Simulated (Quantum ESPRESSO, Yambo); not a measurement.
# BeTe (F-43m): Bethe-Salpeter spectra with Yambo, part 2 of 3

Wanted: excitons and ε₂ of BeTe (F-43m), with cost.

Quantum ESPRESSO 7.5 and Yambo 5.3.0; PBE and many-body steps on it, plane waves. Known limits of the many-body steps: not at the basis limit; coarse k mesh; bindings not settled in the k mesh.

So far. Step 4 (Screening and self-energy, 4×4×4 mesh, 152 bands …): The gap on the mesh goes from 1.57 eV to 2.24 eV, a correction of +0.68 eV. Step 5 (Excitons): The lowest state lies at 3.902 eV, 0.312 eV under the direct gap.

The database entry behind the starting cell differs from later determinations by our own check (an axis about 1.5 % short against later determinations), so it need not match the best structure at ambient conditions.

**6. Levels from G0W0**

This step: Bethe-Salpeter equation on PBE with G0W0 levels with spin-orbit coupling, plane waves, norm-conserving pseudopotentials.

File bse4.in:

```
optics
bss
bse
em1s
dipoles
rim_cut
RandQpts= 1000000
RandGvec= 1 RL
Chimod= "HARTREE"
BSKmod= "SEX"
BSEmod= "resonant"
BSSmod= "d"
BSENGexx= 30 Ry
BSENGBlk= 6 Ry
% BSEQptR
 1 | 1 |
%
% BSEBands
 23 | 34 |
%
% BEnRange
 0 | 8 | eV
%
% BDmRange
 0.1 | 0.1 | eV
%
BEnSteps= 161
% BLongDir
 1 | 0 | 0 |
%
% BndsRnXs
 1 | 86 |
%
NGsBlkXs= 6 Ry
% LongDrXs
 1 | 1 | 1 |
%
KfnQPdb= "E < ./gw1/ndb.QP"
WRbsWF
```

Started as:

```bash
$ OMP_NUM_THREADS=1 mpirun -n 4 yambo -F bse4.in -J bse4,bse3_W -C bse4 > bse4.log
```

Output:

```text
 Yambo, version 5.3.0

 [02] CORE Variables Setup
 =========================

  [... cell, symmetries and grids as in the set-up ...]

  [02.05] Energies & Occupations
  ==============================

  [X] === General ===
  [X] Electronic Temperature                        :  0.000000  0.000000 [eV K]
  [X] Bosonic    Temperature                        :  0.000000  0.000000 [eV K]
  [X] Finite Temperature mode                       : no
  [X] El. density                                   :  0.65870E+24 [cm-3]
  [X] Fermi Level                                   :  9.731280 [eV]

  [X] === Gaps and Widths ===
  [X] Conduction Band Min                           :  1.565485 [eV]
  [X] Valence Band Max                              :  0.000000 [eV]
  [X] Filled Bands                                  :  28
  [X] Empty Bands                                   :   29  152
  [X] Direct Gap                                    :  3.258947 [eV]
  [X] Direct Gap localized at k                     :  1
  [X] Indirect Gap                                  :  1.565485 [eV]
  [X] Indirect Gap between kpts                     :   1   7
  [X] Last valence band width                       :  3.670239 [eV]
  [X] 1st conduction band width                     :  3.422578 [eV]

 [03] Transferred momenta grid and indexing
 ==========================================

 IBZ Q-points                                      :   8
 BZ  Q-points                                      :   64

 K/Q-points units:
 rlu = crystal or reduced units; cc = cartesian coordinates; iku = interal k-units

 Q [1]          [rlu]:  0.000000  0.000000  0.000000
 Q [2]          [rlu]: -0.61447E-17 -0.61447E-17  0.25000
 Q [3]          [rlu]:  0.12289E-16  0.12289E-16 -0.50000
[...]
[K+QP] === Gaps and Widths ===
  [K+QP] Conduction Band Min                        :  2.241557 [eV]
  [K+QP] Valence Band Max                           : -0.927001E-5 [eV]
  [K+QP] Filled Bands                               :  28
  [K+QP] Empty Bands                                :   29  152
  [K+QP] Direct Gap                                 :  4.214331 [eV]
  [K+QP] Direct Gap localized at k                  :  1
  [K+QP] Indirect Gap                               :  2.241567 [eV]
  [K+QP] Indirect Gap between kpts                  :   1   7
  [K+QP] Last valence band width                    :  3.950318 [eV]
  [K+QP] 1st conduction band width                  :  3.535724 [eV]

  [coarse-grid] Minimum Bare Gap        [ev]:  1.565485
  [coarse-grid] Minimum Gap Correction  [ev]:  0.676082

  Eqp @ K [1]
  -159.1631 -159.1631 -115.9816 -115.9816 -106.2746 -106.2746 -106.2746 -106.2746
  -100.5508 -100.5508  -37.4604  -37.4604  -37.4604  -37.4604  -36.0049  -36.0049
  -35.99513 -35.99513 -35.99513 -35.99513 -12.92045 -12.92045  -0.95511  -0.95511
[...]
Eqp @ K [2]
[...]
Eqp @ K [3]
[...]
Eqp @ K [4]
[...]
Eqp @ K [5]
[...]
[... 2 further k-points ...]
  Eqp @ K [8]
[...]
14.09548  14.09596  14.96465  15.30863  18.18831  18.19046  18.35035  18.43170
   18.77432  18.77491  19.33788  19.36590  20.70117  20.77413  21.86744  21.98663

 [06] Dipoles
 ============

  [06.01] Setup: observables and procedures
  =========================================

  [WARNING] [r,Vnl^pseudo] included in position and velocity dipoles.

  [WARNING] In case H contains other non local terms, these are neglected

 [07] Static Dielectric Matrix
 =============================

    [08.01.05.02] Main kernel loop
    ==============================

    [08.01.05.03] Wave-Function Phases
    ==================================

    [BSE] WF phases found       :  38.54167 [o/o]

   [08.01.06] BSE solver(s) @q1
   ============================

   [08.01.07] Diago Solver @q1
   ===========================

 [11] Game Over & Game summary
```

It took 56 s on 4 MPI ranks of Arm Neoverse V1, shared host; peak memory 1.4 GiB.

Numbers from this step:

* transitions in the window: 2304
* direct gap of the transition levels: 4.214 eV
* lowest state: 3.908 eV
* first strong exciton (over a fiftieth of the strongest listed): 3.912 eV
* binding of the lowest state below the direct gap: 0.3064 eV
* Coulomb term of one mesh cell: 0.3141 eV

The binding is 0.98 times the screened Coulomb term of one mesh cell (0.31 eV), so it is not shown settled.

The lowest state lies at 3.908 eV, 0.306 eV under the direct gap.

The ε₂ has structure finer than the step of the table below, so its rows give means over 0.25 eV, whole bins alone (the curve runs from 0 to 8 eV). Peaks (eV: height): BSE 4.000: 15.9, 4.550: 40.9, 5.050: 44.6, 5.650: 42.2, 6.350: 12.1; no electron-hole interaction 5.450: 29.0, 6.050: 78.7, 6.600: 21.3.

Field along x; broadening 0.1 eV; transition window only. Limits: finite bands, cutoff and mesh; coarse k mesh; exciton not shown settled in the k mesh. ε₂ against photon energy; means over each step:

```
photon energy (eV)     BSE  no electron-hole interaction
              0.25  0.0903                        0.0687
              0.50   0.101                        0.0755
              0.75   0.113                        0.0835
              1.00   0.128                        0.0928
              1.25   0.147                         0.104
              1.50   0.169                         0.117
              1.75   0.198                         0.133
              2.00   0.235                         0.153
              2.25   0.285                         0.178
              2.50   0.353                         0.211
              2.75   0.453                         0.255
              3.00   0.612                         0.316
              3.25   0.897                         0.408
              3.50    1.57                         0.564
              3.75    4.84                         0.905
              4.00    12.7                          2.39
              4.25    8.32                          7.29
              4.50    28.9                          3.71
              4.75    35.0                          7.38
              5.00    39.1                          20.2
              5.25    23.1                          20.0
              5.50    28.5                          23.4
              5.75    26.1                          22.3
              6.00    6.92                          60.5
              6.25    9.22                          24.3
              6.50    6.13                          15.6
              6.75    5.47                          11.1
              7.00    4.77                          8.50
              7.25    2.18                          7.57
              7.50    1.05                          3.71
              7.75    1.82                          1.56
```

**7. Beyond Tamm-Dancoff**

This step: Bethe-Salpeter equation on PBE with a scissors shift with spin-orbit coupling, plane waves, norm-conserving pseudopotentials.

bse5.in, as its differences from bse4.in of step 6:

```diff
@@ -10,3 +10,3 @@
 BSKmod= "SEX"
-BSEmod= "resonant"
+BSEmod= "coupling"
 BSSmod= "d"
@@ -18,3 +18,3 @@
 % BSEBands
- 23 | 34 |
+ 25 | 34 |
 %
@@ -37,3 +37,5 @@
 %
-KfnQPdb= "E < ./gw1/ndb.QP"
+% KfnQP_E
+ 0.955 | 1.0 | 1.0 |
+%
 WRbsWF
```

Started as:

```bash
$ OMP_NUM_THREADS=1 mpirun -n 4 yambo -F bse5.in -J bse5,bse3_W -C bse5 > bse5.log
```

Output:

```text
 Yambo, version 5.3.0

 [02] CORE Variables Setup
 =========================

  [... cell, symmetries and grids as in the set-up ...]

  [02.05] Energies & Occupations
  ==============================

  [X] === General ===
  [X] Electronic Temperature                        :  0.000000  0.000000 [eV K]
  [X] Bosonic    Temperature                        :  0.000000  0.000000 [eV K]
  [X] Finite Temperature mode                       : no
  [X] El. density                                   :  0.65870E+24 [cm-3]
  [X] Fermi Level                                   :  9.731280 [eV]

  [X] === Gaps and Widths ===
  [X] Conduction Band Min                           :  1.565485 [eV]
  [X] Valence Band Max                              :  0.000000 [eV]
  [X] Filled Bands                                  :  28
  [X] Empty Bands                                   :   29  152
  [X] Direct Gap                                    :  3.258947 [eV]
  [X] Direct Gap localized at k                     :  1
  [X] Indirect Gap                                  :  1.565485 [eV]
  [X] Indirect Gap between kpts                     :   1   7
  [X] Last valence band width                       :  3.670239 [eV]
  [X] 1st conduction band width                     :  3.422578 [eV]

 [03] Transferred momenta grid and indexing
 ==========================================

 IBZ Q-points                                      :   8
 BZ  Q-points                                      :   64

 K/Q-points units:
 rlu = crystal or reduced units; cc = cartesian coordinates; iku = interal k-units

 Q [1]          [rlu]:  0.000000  0.000000  0.000000
 Q [2]          [rlu]: -0.61447E-17 -0.61447E-17  0.25000
 Q [3]          [rlu]:  0.12289E-16  0.12289E-16 -0.50000
[...]
[K+QP] Valence Band Max                           :  0.000000 [eV]
  [K+QP] Filled Bands                               :  28
  [K+QP] Empty Bands                                :   29  152
  [K+QP] Direct Gap                                 :  4.213947 [eV]
  [K+QP] Direct Gap localized at k                  :  1
  [K+QP] Indirect Gap                               :  2.520485 [eV]
  [K+QP] Indirect Gap between kpts                  :   1   7
  [K+QP] Last valence band width                    :  3.670239 [eV]
  [K+QP] 1st conduction band width                  :  3.422578 [eV]

  [coarse-grid] Minimum Bare Gap        [ev]:  1.565485
  [coarse-grid] Minimum Gap Correction  [ev]:  0.955000

  Eqp @ K [1]
  -159.1629 -159.1629 -115.9813 -115.9813 -106.2744 -106.2744 -106.2744 -106.2744
  -100.5506 -100.5506  -37.4602  -37.4602  -37.4602  -37.4601  -36.0046  -36.0046
  -35.99490 -35.99490 -35.99490 -35.99490 -12.92022 -12.92022  -0.95488  -0.95488
[...]
Eqp @ K [2]
[...]
Eqp @ K [3]
[...]
Eqp @ K [4]
[...]
Eqp @ K [5]
[...]
[... 2 further k-points ...]
  Eqp @ K [8]
[...]
14.00247  14.00294  14.87164  15.21561  18.09530  18.09745  18.25734  18.33869
   18.68130  18.68190  19.24486  19.27288  20.60816  20.68112  21.77442  21.89362

 [06] Dipoles
 ============

  [06.01] Setup: observables and procedures
  =========================================

  [WARNING] [r,Vnl^pseudo] included in position and velocity dipoles.

  [WARNING] In case H contains other non local terms, these are neglected

 [07] Static Dielectric Matrix
 =============================

    [08.01.05.02] Main kernel loop
    ==============================

    [08.01.05.03] Wave-Function Phases
    ==================================

    [BSE] WF phases found       :  39.01042 [o/o]

   [08.01.06] BSE solver(s) @q1
   ============================

   [08.01.07] Diago Solver @q1
   ===========================

   [WARNING] Parallel non-herm diag not yet implemented. Switching to LK

 [11] Game Over & Game summary
```

Wall time 2.5 min (4 MPI ranks); peak memory 3.4 GiB; 10 min of CPU time.

This step gave:

```yaml
transitions_in_the_window: 1536
direct_gap_of_the_transition_levels: 4.214 eV
lowest_state: 3.909 eV
first_strong_exciton_over_a_fiftieth_of_the_strongest_listed: 3.912 eV
binding_of_the_lowest_state_below_the_direct_gap: 0.3053 eV
coulomb_term_of_one_mesh_cell: 0.3141 eV
```

The binding is 0.97 times the screened Coulomb term of one mesh cell (0.31 eV), so it is not shown settled.

The lowest state lies at 3.909 eV, 0.305 eV under the direct gap.

**8. Finite momentum (q 2)**

File bse6.in:

```
optics
bss
bse
em1s
dipoles
rim_cut
RandQpts= 1000000
RandGvec= 1 RL
Chimod= "HARTREE"
BSKmod= "SEX"
BSEmod= "resonant"
BSSmod= "d"
BSENGexx= 30 Ry
BSENGBlk= 6 Ry
% BSEQptR
 2 | 2 |
%
% BSEBands
 25 | 34 |
%
% BEnRange
 0 | 7 | eV
%
% BDmRange
 0.1 | 0.1 | eV
%
BEnSteps= 141
% BLongDir
 1 | 0 | 0 |
%
% BndsRnXs
 1 | 86 |
%
NGsBlkXs= 6 Ry
% LongDrXs
 1 | 1 | 1 |
%
% KfnQP_E
 0.955 | 1.0 | 1.0 |
%
WRbsWF
```

Started as:

```bash
$ OMP_NUM_THREADS=1 mpirun -n 4 yambo -F bse6.in -J bse6,bse3_W -C bse6 > bse6.log
```

Output:

```text
 Yambo, version 5.3.0

 [02] CORE Variables Setup
 =========================

  [... cell, symmetries and grids as in the set-up ...]

  [02.05] Energies & Occupations
  ==============================

  [X] === General ===
  [X] Electronic Temperature                        :  0.000000  0.000000 [eV K]
  [X] Bosonic    Temperature                        :  0.000000  0.000000 [eV K]
  [X] Finite Temperature mode                       : no
  [X] El. density                                   :  0.65870E+24 [cm-3]
[...]
18.68130  18.68190  19.24486  19.27288  20.60816  20.68112  21.77442  21.89362

 [06] Dipoles
 ============

  [06.01] Setup: observables and procedures
  =========================================

  [WARNING] [r,Vnl^pseudo] included in position and velocity dipoles.

  [WARNING] In case H contains other non local terms, these are neglected

 [07] Static Dielectric Matrix
 =============================

    [08.01.05.02] Main kernel loop
    ==============================

   [08.01.06] BSE solver(s) @q2
   ============================

   [08.01.07] Diago Solver @q2
   ===========================

 [11] Game Over & Game summary
```

It took 61 s on 4 MPI ranks; peak memory 1.8 GiB.

Numbers from this step:

```
transitions in the window                                      : 1536
lowest state                                                   : 3.650 eV
first strong exciton (over a fiftieth of the strongest listed) : 3.679 eV
```

The lowest state lies at 3.650 eV.

**9. Finite momentum (q 3)**

bse7.in, as its differences from bse6.in of step 8:

```diff
@@ -15,3 +15,3 @@
 % BSEQptR
- 2 | 2 |
+ 3 | 3 |
 %
```

Started as:

```bash
$ OMP_NUM_THREADS=1 mpirun -n 4 yambo -F bse7.in -J bse7,bse3_W -C bse7 > bse7.log
```

Output:

```text
 Yambo, version 5.3.0

 [02] CORE Variables Setup
 =========================

  [... cell, symmetries and grids as in the set-up ...]

  [02.05] Energies & Occupations
  ==============================

  [X] === General ===
  [X] Electronic Temperature                        :  0.000000  0.000000 [eV K]
  [X] Bosonic    Temperature                        :  0.000000  0.000000 [eV K]
  [X] Finite Temperature mode                       : no
  [X] El. density                                   :  0.65870E+24 [cm-3]
[...]
18.68130  18.68190  19.24486  19.27288  20.60816  20.68112  21.77442  21.89362

 [06] Dipoles
 ============

  [06.01] Setup: observables and procedures
  =========================================

  [WARNING] [r,Vnl^pseudo] included in position and velocity dipoles.

  [WARNING] In case H contains other non local terms, these are neglected

 [07] Static Dielectric Matrix
 =============================

    [08.01.05.02] Main kernel loop
    ==============================

   [08.01.06] BSE solver(s) @q3
   ============================

   [08.01.07] Diago Solver @q3
   ===========================

 [11] Game Over & Game summary
```

It took 63 s on 4 MPI ranks; peak memory 1.7 GiB.

Numbers from this step:

- transitions in the window: 1536
- lowest state: 3.478 eV
- first strong exciton (over a fiftieth of the strongest listed): 3.481 eV

The lowest state lies at 3.478 eV.

**10. RPA with local fields (no direct term)**

File bse8.in:

```
optics
bss
bse
em1s
dipoles
rim_cut
RandQpts= 1000000
RandGvec= 1 RL
Chimod= "HARTREE"
BSKmod= "HARTREE"
BSEmod= "resonant"
BSSmod= "h"
BSENGexx= 30 Ry
BSENGBlk= 6 Ry
% BSEQptR
 1 | 1 |
%
% BSEBands
 23 | 36 |
%
% BEnRange
 0 | 9 | eV
%
% BDmRange
 0.1 | 0.1 | eV
%
BEnSteps= 181
% BLongDir
 1 | 0 | 0 |
%
% BndsRnXs
 1 | 86 |
%
NGsBlkXs= 6 Ry
% LongDrXs
 1 | 1 | 1 |
%
% KfnQP_E
 0.955 | 1.0 | 1.0 |
%
BSHayTrs= -0.02
```

Started as:

```bash
$ OMP_NUM_THREADS=1 mpirun -n 4 yambo -F bse8.in -J bse8,bse3_W -C bse8 > bse8.log
```

Output:

```text
 Yambo, version 5.3.0

 [02] CORE Variables Setup
 =========================

  [... cell, symmetries and grids as in the set-up ...]

  [02.05] Energies & Occupations
  ==============================

  [X] === General ===
  [X] Electronic Temperature                        :  0.000000  0.000000 [eV K]
  [X] Bosonic    Temperature                        :  0.000000  0.000000 [eV K]
  [X] Finite Temperature mode                       : no
  [X] El. density                                   :  0.65870E+24 [cm-3]
[...]
=========================

  [08.03] Haydock Solver in the optics basis @q1 using the hermitian scheme
  =========================================================================

  Accuracy (requested)      : -0.020000 [o/o]

  [WARNING] [EPS_extend] Possible inaccuracy in the EPS prolungation

  [WARNING] [EPS_extend] Possible inaccuracy in the EPS prolungation

  [WARNING] [EPS_extend] Possible inaccuracy in the EPS prolungation

  [WARNING] [EPS_extend] Possible inaccuracy in the EPS prolungation

  [WARNING] [EPS_extend] Possible inaccuracy in the EPS prolungation

  [WARNING] [EPS_extend] Possible inaccuracy in the EPS prolungation
  Iterations                :   68

 [11] Game Over & Game summary
```

Elapsed: 8.4 s, on 4 MPI ranks; peak memory 1.2 GiB.

Numbers from this step:

| Item | Value |
| --- | --- |
| transitions in the window | 3072 |
| direct gap of the transition levels | 4.214 eV |

(Part 2 of 3 ends here.)

[Paths, hosts, dates, memory and timing lines, banners, echoed tables and standing remarks are left out of the program output.]

[Logs are printed without paths, hosts, clocks, repeated set-up lines and the standing remarks that a program may print on its own settings, such as how far it seeks lower states.]

[Runs of the session that timed out or met a known fault of the program may be left out.]

[Hosts, paths, dates, database ids (printed as entryN), source tags and the programs' standing remarks are cut or masked in the printed files.]
